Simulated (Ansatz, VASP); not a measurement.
# Al35InN36 (In_Al): VASP beside Ansatz

Aim: how closely do two programs agree when they are given the same cell, functional and k mesh? Of the first pair: The structure shown is the start of the Ansatz relaxation below; VASP solves that cell, so the two are compared at the walk's first step.

Calculated with Ansatz 0.2.0; plane waves, with VASP 6.6.1 beside it; single point at r2SCAN.

**1. Set-up**

The cell holds 72 atoms: 35 Al, 36 N and 1 In. Cell: a = 9.320 Å, b = 9.320 Å, c = 9.956 Å, α = 90.0°, β = 90.0°, γ = 120.0°. It derives from AlN (AlN (P6_3mc)). Nearest the centre at fractional (0.444, 0.556, 0.500): In72 at 0.05 Å, N40 at 1.84 Å, N56 at 1.90 Å, N52 at 1.90 Å, N55 at 1.95 Å, Al18 at 3.04 Å, Al5 at 3.06 Å, Al22 at 3.06 Å. The cell carries charge +1.

Coordinates:

```xyz
72
Lattice="9.3196 0.0000 0.0000 -4.6598 8.0710 0.0000 0.0000 0.0000 9.9565" Properties=species:S:1:pos:R:3 pbc="T T T"
Al    1.5071    0.8775    2.4851
Al    0.0191    1.7840    5.0195
Al    1.5429    0.9405    7.4416
Al    0.0424    1.7794    0.0183
Al   -0.0081    3.6364    2.4831
Al   -1.5904    4.5173    4.9754
Al   -0.0076    3.5385    7.4722
Al   -1.5128    4.5040    0.0173
Al   -1.5200    6.2535    2.4565
Al   -3.1356    7.2132    4.9627
Al   -1.5814    6.2567    7.4991
Al   -3.1170    7.2136    0.0250
Al    4.6638    0.8471    2.4813
Al    3.0804    1.8237    5.0044
Al    4.6738    0.9060    7.4163
Al    3.1065    1.7755    9.9059
Al    3.1260    3.5550    2.4521
Al    3.0633    3.5646    7.4522
Al    1.5899    4.5143    9.9373
Al    1.5859    6.3001    2.4548
Al    0.0327    7.1790    5.0118
Al    1.5262    6.2399    7.4823
Al   -0.0251    7.1506    9.9163
Al    7.7482    0.8503    2.4811
Al    6.1908    1.8260    4.9434
Al    7.8000    0.9114    7.4973
Al    6.2026    1.7569    9.9202
Al    6.2273    3.6327    2.5000
Al    4.6581    4.5268    4.9998
Al    6.2254    3.6010    7.4170
Al    4.6549    4.5013    9.9059
Al    4.6840    6.2339    2.4899
Al    3.0783    7.1772    4.9331
Al    4.6919    6.2430    7.4802
Al    3.0872    7.1695    9.9066
N     1.5647    0.9189    4.3415
N    -0.0237    1.8153    1.8574
N     1.5853    0.8937    9.3248
N     0.0154    1.7525    6.8500
N     0.0462    3.5899    4.4037
N    -1.5562    4.4961    1.9441
N     0.0367    3.6035    9.3928
N    -1.5163    4.5054    6.8998
N    -1.5581    6.2341    4.4093
N    -3.0678    7.2044    1.9052
N    -1.5248    6.2364    9.3616
N    -3.1490    7.1830    6.8988
N     4.6935    0.8818    4.3511
N     3.1480    1.7666    1.9028
N     4.7023    0.8732    9.3515
N     3.1399    1.7939    6.9112
N     3.0906    3.5425    4.3688
N     1.5612    4.4345    1.8975
N     3.1489    3.5772    9.3877
N     1.5333    4.4913    6.9192
N     1.5113    6.2933    4.4068
N    -0.0376    7.1594    1.9252
N     1.5598    6.2441    9.3263
N     0.0274    7.2011    6.8419
N     7.7496    0.8900    4.4315
N     6.2328    1.7520    1.8762
N     7.8127    0.8785    9.3589
N     6.2574    1.7843    6.8951
N     6.1800    3.5655    4.4155
N     4.6680    4.5230    1.8656
N     6.2241    3.5659    9.4070
N     4.6824    4.5285    6.8727
N     4.6445    6.3184    4.4091
N     3.1027    7.2239    1.8996
N     4.6265    6.2901    9.3280
N     3.1297    7.2185    6.8740
In    1.5167    4.4705    4.9430
```

**2. Ansatz: relaxation, r2SCAN**

Ansatz runs on its PAW soft_1 files.

The two programs are compared at the cell with which this relaxation starts, whose forces are those of its first step.

The input, input.yaml:

```yaml
crystal:
  lattice:
    - [9.31956554, 9.0e-08, 0.0]
    - [-4.65978284, 8.07098046, 0.0]
    - [0.0, 0.0, 9.95647772]
  atoms:
    - { symbol: Al, position: [0.22222222, 0.11111111, 0.24960167] }
    - { symbol: Al, position: [0.11111111, 0.22222222, 0.49960167] }
    - { symbol: "N", position: [0.22222222, 0.11111111, 0.44039833] }
    - { symbol: "N", position: [0.11111111, 0.22222222, 0.19039833] }
    - { symbol: Al, position: [0.22222222, 0.11111111, 0.74960167] }
    - { symbol: Al, position: [0.11111111, 0.22222222, 0.99960167] }
    - { symbol: "N", position: [0.22222222, 0.11111111, 0.94039833] }
    - { symbol: "N", position: [0.11111111, 0.22222222, 0.69039833] }
    - { symbol: Al, position: [0.22222222, 0.44444444, 0.24960167] }
    - { symbol: Al, position: [0.11111111, 0.55555556, 0.49960167] }
    - { symbol: "N", position: [0.22222222, 0.44444444, 0.44039833] }
    - { symbol: "N", position: [0.11111111, 0.55555556, 0.19039833] }
    - { symbol: Al, position: [0.22222222, 0.44444444, 0.74960167] }
    - { symbol: Al, position: [0.11111111, 0.55555556, 0.99960167] }
    - { symbol: "N", position: [0.22222222, 0.44444444, 0.94039833] }
    - { symbol: "N", position: [0.11111111, 0.55555556, 0.69039833] }
    - { symbol: Al, position: [0.22222222, 0.77777778, 0.24960167] }
    - { symbol: Al, position: [0.11111111, 0.88888889, 0.49960167] }
    - { symbol: "N", position: [0.22222222, 0.77777778, 0.44039833] }
    - { symbol: "N", position: [0.11111111, 0.88888889, 0.19039833] }
    - { symbol: Al, position: [0.22222222, 0.77777778, 0.74960167] }
    - { symbol: Al, position: [0.11111111, 0.88888889, 0.99960167] }
    - { symbol: "N", position: [0.22222222, 0.77777778, 0.94039833] }
    - { symbol: "N", position: [0.11111111, 0.88888889, 0.69039833] }
    - { symbol: Al, position: [0.55555556, 0.11111111, 0.24960167] }
    - { symbol: Al, position: [0.44444444, 0.22222222, 0.49960167] }
    - { symbol: "N", position: [0.55555556, 0.11111111, 0.44039833] }
    - { symbol: "N", position: [0.44444444, 0.22222222, 0.19039833] }
    - { symbol: Al, position: [0.55555556, 0.11111111, 0.74960167] }
    - { symbol: Al, position: [0.44444444, 0.22222222, 0.99960167] }
    - { symbol: "N", position: [0.55555556, 0.11111111, 0.94039833] }
    - { symbol: "N", position: [0.44444444, 0.22222222, 0.69039833] }
    - { symbol: Al, position: [0.55555556, 0.44444444, 0.24960167] }
    - { symbol: In, position: [0.44444444, 0.55555556, 0.49960167] }
    - { symbol: "N", position: [0.55555556, 0.44444444, 0.44039833] }
    - { symbol: "N", position: [0.44444444, 0.55555556, 0.19039833] }
    - { symbol: Al, position: [0.55555556, 0.44444444, 0.74960167] }
    - { symbol: Al, position: [0.44444444, 0.55555556, 0.99960167] }
    - { symbol: "N", position: [0.55555556, 0.44444444, 0.94039833] }
    - { symbol: "N", position: [0.44444444, 0.55555556, 0.69039833] }
    - { symbol: Al, position: [0.55555556, 0.77777778, 0.24960167] }
    - { symbol: Al, position: [0.44444444, 0.88888889, 0.49960167] }
    - { symbol: "N", position: [0.55555556, 0.77777778, 0.44039833] }
    - { symbol: "N", position: [0.44444444, 0.88888889, 0.19039833] }
    - { symbol: Al, position: [0.55555556, 0.77777778, 0.74960167] }
    - { symbol: Al, position: [0.44444444, 0.88888889, 0.99960167] }
    - { symbol: "N", position: [0.55555556, 0.77777778, 0.94039833] }
    - { symbol: "N", position: [0.44444444, 0.88888889, 0.69039833] }
    - { symbol: Al, position: [0.88888889, 0.11111111, 0.24960167] }
    - { symbol: Al, position: [0.77777778, 0.22222222, 0.49960167] }
    - { symbol: "N", position: [0.88888889, 0.11111111, 0.44039833] }
    - { symbol: "N", position: [0.77777778, 0.22222222, 0.19039833] }
    - { symbol: Al, position: [0.88888889, 0.11111111, 0.74960167] }
    - { symbol: Al, position: [0.77777778, 0.22222222, 0.99960167] }
    - { symbol: "N", position: [0.88888889, 0.11111111, 0.94039833] }
    - { symbol: "N", position: [0.77777778, 0.22222222, 0.69039833] }
    - { symbol: Al, position: [0.88888889, 0.44444444, 0.24960167] }
    - { symbol: Al, position: [0.77777778, 0.55555556, 0.49960167] }
    - { symbol: "N", position: [0.88888889, 0.44444444, 0.44039833] }
    - { symbol: "N", position: [0.77777778, 0.55555556, 0.19039833] }
    - { symbol: Al, position: [0.88888889, 0.44444444, 0.74960167] }
    - { symbol: Al, position: [0.77777778, 0.55555556, 0.99960167] }
    - { symbol: "N", position: [0.88888889, 0.44444444, 0.94039833] }
    - { symbol: "N", position: [0.77777778, 0.55555556, 0.69039833] }
    - { symbol: Al, position: [0.88888889, 0.77777778, 0.24960167] }
    - { symbol: Al, position: [0.77777778, 0.88888889, 0.49960167] }
    - { symbol: "N", position: [0.88888889, 0.77777778, 0.44039833] }
    - { symbol: "N", position: [0.77777778, 0.88888889, 0.19039833] }
    - { symbol: Al, position: [0.88888889, 0.77777778, 0.74960167] }
    - { symbol: Al, position: [0.77777778, 0.88888889, 0.99960167] }
    - { symbol: "N", position: [0.88888889, 0.77777778, 0.94039833] }
    - { symbol: "N", position: [0.77777778, 0.88888889, 0.69039833] }
  host:
    repeats: [3, 3, 2]
    atoms:
      - { symbol: Al, position: [0.66666667, 0.33333333, 0.49920333] }
      - { symbol: Al, position: [0.33333333, 0.66666667, 0.99920333] }
      - { symbol: "N", position: [0.66666667, 0.33333333, 0.88079667] }
      - { symbol: "N", position: [0.33333333, 0.66666667, 0.38079667] }
total_charge: 1
basis:
  ecutwfc: 500
  xc_grid: 2
hamiltonian:
  xc: r2scan
  pseudopotentials: { kind: paw, azcp: { folder: soft_1 } }
kpoints:
  mp_grid: { grid: [1, 1, 1], shift: [0.25, 0.25, 0.25] }
magnetization:
  spin_polarized: true
  initial_magnetization: 1
  spin_locking: { lock_magnetization: hard }
scf:
  occupations: { method: fixed }
  max_iter: 60
output:
  forces: true
  charged_corrections:
    epsilon: [4.49, 4.49, 4.72]
    static_epsilon: [8.15, 8.15, 9.65]
    defect_position: [0.444444, 0.555556, 0.499602]
relax:
  f_tol: 0.02
  max_steps: 80
  random_displacement: { amplitude: 0.05, seed: 5756 }
checkpoint:
  write: "../qp1_M1.relax.run"
  compress: false
  write_wavefunctions: true
  write_every: 100000
```

Started as:

```
$ ansatz run input.yaml --threads 4 --pin off --max-ram 7536MiB --backend cpu --events-out ev --progress --plain --runs-dir out
```

Numbers of over 12 decimals in the logs are rounded to 6 here.

Log:

```text
Warning: This run holds its total moment fixed (magnetization.spin_locking.lock_magnetization: hard) and mixes its density by anderson or broyden (scf.mixing.algorithm, typed or taken by auto). Slabs with a fixed moment have converged under broyden above another state at the same moment, at the default mixing steps and at smaller ones, and under scf.lower_state_search: standard, light or off a state that such a mixer [...]
Engine: ansatz 0.2.0, aarch64-unknown-linux-gnu
Pseudopotentials: kind: paw
Pseudopotential: Al, paw, valence charge 3, recommended cutoff 500 eV (meta_gga), soft_1/Al.paw.azcp
Pseudopotential: N, paw, valence charge 5, recommended cutoff 500 eV (meta_gga), soft_1/N.paw.azcp
Pseudopotential: In, paw, valence charge 13, recommended cutoff 500 eV (meta_gga), soft_1/In.paw.azcp
Functional definition: r2SCAN
  parameter k0 = 0.174
  parameter k1 = 0.065
  parameter a1 = 4.9479
  exchange = r2scan_x(k0 = k0, k1 = k1, a1 = a1)
  correlation = r2scan_c
Crystal: 72 atoms, lattice volume = 748.907 Å³
Basis set: ecut = 500 eV, 18913 PW (Γ), exchange–correlation on 144×144×150 points (8 copies of the dense FFT grid, shifted against one another)
Bands: 221, of which v1, the nominal top of the filled ones, is band 149 counted from 1 (148 counted from 0)
Symmetry: 1 space group operations
k-points: 1
Non-local potential: Al, projectors of the file, l = 0: 2, l = 1: 2, l = 2: 1
Non-local potential: N, projectors of the file, l = 0: 2, l = 1: 2, l = 2: 1
Non-local potential: In, projectors of the file, l = 0: 2, l = 1: 2, l = 2: 2, l = 3: 1
PAW form: soft (Blöchl's): semilocal exchange-correlation on the pseudo side does not see the compensation charge
PAW frozen core: Al, regenerated for the run's functional (the file was generated under x = pbe(κ = 0.804, μ = 0.219515), c = pbe(β = 0.066725))
PAW frozen core: N, regenerated for the run's functional (the file was generated under x = pbe(κ = 0.804, μ = 0.219515), c = pbe(β = 0.066725))
PAW frozen core: In, regenerated for the run's functional (the file was generated under x = pbe(κ = 0.804, μ = 0.219515), c = pbe(β = 0.066725))
PAW one-centre angular grid: Al, 302 points (default); XC on 160 Gauss nodes
PAW one-centre angular grid: N, 302 points (default); XC on 160 Gauss nodes
PAW one-centre angular grid: In, 590 points (default); XC on 160 Gauss nodes
Initial density: superposition of atomic densities (chi_scale 0.1, normalization cell, long waves kept (reshape's long-wave potential 0.24 eV rms))
Starting moments: Σ|m| = 1 μB on 72 of 72 sites
Initial wavefunctions: pseudopotential atomic-orbital guess
Functional: x = r2scan, c = r2scan; τ floored in thin density (d = 2e-4 eV/Å³)
SCF iter   1: F=—  HF=-38536.357900 eV  |F-HF|=—  |Δ(HF+E_count)|=         —  Δρ=6.92e-2 (↑6.92e-2 ↓6.82e-2)  dr2=1.74e2  dr2_τ=4.94e0  dr2_m=6.91e-2  M=1.000 μB ∫|m|=1.004 μB  β_m=1.20  ethr=3.10e-3  ⟨swp⟩=5.0  Hψ=1516  notcnv=0  defer=132
preconditioner: auto → Resta (q_TF=auto, 2.339 Å⁻¹)  ε∞=3.3  [insulator: Δε(μ)=0.159 eV  Ē_g=15.531 eV  n_scr=162 (ndim 8)  ℏωp=23.4 eV  f_vac=0.000  ε∞_Penn≈3.3]
spin=Collinear: Resta preconditioning applied to the charge; magnetization (m = ρ↑ − ρ↓) channel mixes plain (no charge-response kernel on spin).
SCF iter   2: F=—  HF=-38501.016227 eV  |F-HF|=—  |Δ(HF+E_count)|=    3.53e1  Δρ=3.55e-2 (↑3.55e-2 ↓3.53e-2)  dr2=4.71e1  dr2_τ=3.88e-1  dr2_m=5.99e-3  M=1.000 μB ∫|m|=1.147 μB  β_m=1.20  ethr=3.10e-3  ⟨swp⟩=3.0  Hψ=769  notcnv=0  defer=139  κ⁻¹=1.0e0(r=1)
SCF iter   3: F=—  HF=-38496.174782 eV  |F-HF|=—  |Δ(HF+E_count)|=    4.84e0  Δρ=1.82e-2 (↑1.76e-2 ↓1.82e-2)  dr2=6.12e0  dr2_τ=6.48e-2  dr2_m=3.67e-2  M=1.000 μB ∫|m|=1.218 μB  β_m=1.20  ethr=3.10e-3  ⟨swp⟩=3.0  Hψ=849  notcnv=0  defer=138  κ⁻¹=6.4e-2(r=2)
SCF iter   4: F=—  HF=-38496.731737 eV  |F-HF|=—  |Δ(HF+E_count)|=   5.57e-1  Δρ=1.23e-2 (↑1.23e-2 ↓1.22e-2)  dr2=2.34e0  dr2_τ=3.31e-2  dr2_m=1.53e-3  M=1.000 μB ∫|m|=1.184 μB  β_m=1.20  ethr=2.06e-3  ⟨swp⟩=2.5  Hψ=514  notcnv=0  defer=138  κ⁻¹=7.7e-3(r=3)
SCF iter   5: F=—  HF=-38496.964235 eV  |F-HF|=—  |Δ(HF+E_count)|=   2.32e-1  Δρ=7.39e-3 (↑2.62e-3 ↓7.39e-3)  dr2=8.83e-1  dr2_τ=1.39e-2  dr2_m=8.02e-2  M=1.000 μB ∫|m|=1.250 μB  β_m=1.20  ethr=7.89e-4  ⟨swp⟩=3.5  Hψ=576  notcnv=0  defer=140  κ⁻¹=1.8e-3(r=4)
[...]
k-point 0 ↓: bands = [... 145 lower, 6.7786, 6.8427, 6.8610, 7.0406, 12.6804, 13.0826, 13.1353, 13.3564, ... 68 higher]
--- Relaxed structure (6 steps of the walk, 6 accepted, 0 SCFs on fresh bases) ---
  F+E_penalty+E_count = -38501.19671015 eV   max|allowed force component| = 8.273e-3 eV/Å
  atoms:
    - { symbol: Al, position: [0.222329, 0.110570, 0.249193] }
    - { symbol: Al, position: [0.107446, 0.218122, 0.499517] }
    - { symbol: N, position: [0.222877, 0.111628, 0.440451] }
    - { symbol: N, position: [0.110795, 0.220027, 0.188730] }
    - { symbol: Al, position: [0.222417, 0.110540, 0.749300] }
    - { symbol: Al, position: [0.110196, 0.219437, 0.999318] }
    - { symbol: N, position: [0.222240, 0.110635, 0.939454] }
    - { symbol: N, position: [0.111776, 0.222169, 0.690489] }
    - { symbol: Al, position: [0.218234, 0.441908, 0.245324] }
    - { symbol: Al, position: [0.107312, 0.554942, 0.499443] }
    - { symbol: N, position: [0.199965, 0.432821, 0.434271] }
    - { symbol: N, position: [0.110948, 0.556272, 0.188958] }
    - { symbol: Al, position: [0.216950, 0.441369, 0.753867] }
    - { symbol: Al, position: [0.110195, 0.556594, 0.999216] }
    - { symbol: N, position: [0.221353, 0.443905, 0.944021] }
    - { symbol: N, position: [0.111821, 0.555149, 0.690491] }
    - { symbol: Al, position: [0.222350, 0.777787, 0.249218] }
    - { symbol: Al, position: [0.111605, 0.888754, 0.499016] }
    - { symbol: N, position: [0.222845, 0.777518, 0.440549] }
    - { symbol: N, position: [0.111736, 0.888598, 0.190151] }
    - { symbol: Al, position: [0.222522, 0.777837, 0.749157] }
    - { symbol: Al, position: [0.111528, 0.888783, 0.999473] }
    - { symbol: N, position: [0.222417, 0.778133, 0.939577] }
    - { symbol: N, position: [0.111800, 0.888581, 0.689499] }
    - { symbol: Al, position: [0.556340, 0.111162, 0.249345] }
    - { symbol: Al, position: [0.445070, 0.218253, 0.499620] }
    - { symbol: N, position: [0.556254, 0.111571, 0.439576] }
    - { symbol: N, position: [0.443960, 0.220150, 0.188928] }
    - { symbol: Al, position: [0.556675, 0.111306, 0.749348] }
    - { symbol: Al, position: [0.443519, 0.219513, 0.999305] }
    - { symbol: N, position: [0.556183, 0.111406, 0.939520] }
    - { symbol: N, position: [0.445236, 0.222222, 0.690554] }
    - { symbol: Al, position: [0.557380, 0.442111, 0.245179] }
    - { symbol: In, position: [0.444380, 0.555916, 0.497502] }
    - { symbol: N, position: [0.566814, 0.433749, 0.434536] }
    - { symbol: N, position: [0.444770, 0.555144, 0.192949] }
    - { symbol: Al, position: [0.558659, 0.441439, 0.754219] }
    - { symbol: Al, position: [0.444914, 0.555563, 1.000439] }
    - { symbol: N, position: [0.556380, 0.443880, 0.944263] }
    - { symbol: N, position: [0.445355, 0.555534, 0.712871] }
    - { symbol: Al, position: [0.557979, 0.781454, 0.244960] }
    - { symbol: Al, position: [0.445204, 0.893135, 0.499475] }
    - { symbol: N, position: [0.567827, 0.800946, 0.434427] }
    - { symbol: N, position: [0.444110, 0.889427, 0.189173] }
    - { symbol: Al, position: [0.558973, 0.783230, 0.754544] }
    - { symbol: Al, position: [0.443850, 0.889945, 0.999388] }
    - { symbol: N, position: [0.556530, 0.779236, 0.944416] }
    - { symbol: N, position: [0.445473, 0.888535, 0.690452] }
    - { symbol: Al, position: [0.889170, 0.111219, 0.249410] }
[...]
- { symbol: Al, position: [0.888892, 0.443889, 0.249275] }
    - { symbol: Al, position: [0.782048, 0.555576, 0.499531] }
    - { symbol: N, position: [0.888940, 0.444325, 0.439540] }
    - { symbol: N, position: [0.779996, 0.556265, 0.189335] }
    - { symbol: Al, position: [0.888877, 0.443675, 0.749354] }
    - { symbol: Al, position: [0.780264, 0.556429, 0.999438] }
    - { symbol: N, position: [0.889011, 0.444244, 0.939505] }
    - { symbol: N, position: [0.778100, 0.555140, 0.690537] }
    - { symbol: Al, position: [0.889723, 0.777963, 0.249429] }
    - { symbol: Al, position: [0.782647, 0.893258, 0.499757] }
    - { symbol: N, position: [0.888904, 0.777788, 0.440496] }
    - { symbol: N, position: [0.780287, 0.889421, 0.189082] }
    - { symbol: Al, position: [0.889711, 0.777857, 0.749299] }
    - { symbol: Al, position: [0.780486, 0.890180, 0.999451] }
    - { symbol: N, position: [0.889527, 0.778014, 0.939732] }
    - { symbol: N, position: [0.778290, 0.888622, 0.690654] }
```

The column dr2 measures how far the density is from self-consistency, as an energy; F and HF (Harris–Foulkes) agree once it is small.

(Part 1 of 3 ends here.)

[Lines on the potential files, build, host, timing and source positions are cut from VASP's logs without a mark.]

[Logs are printed without paths, hosts, clocks, repeated set-up lines and the standing remarks that a program may print on its own settings, such as how far it seeks lower states.]

[Hosts, paths, dates, database ids (printed as entryN), source tags and the programs' standing remarks are cut or masked in the printed files.]
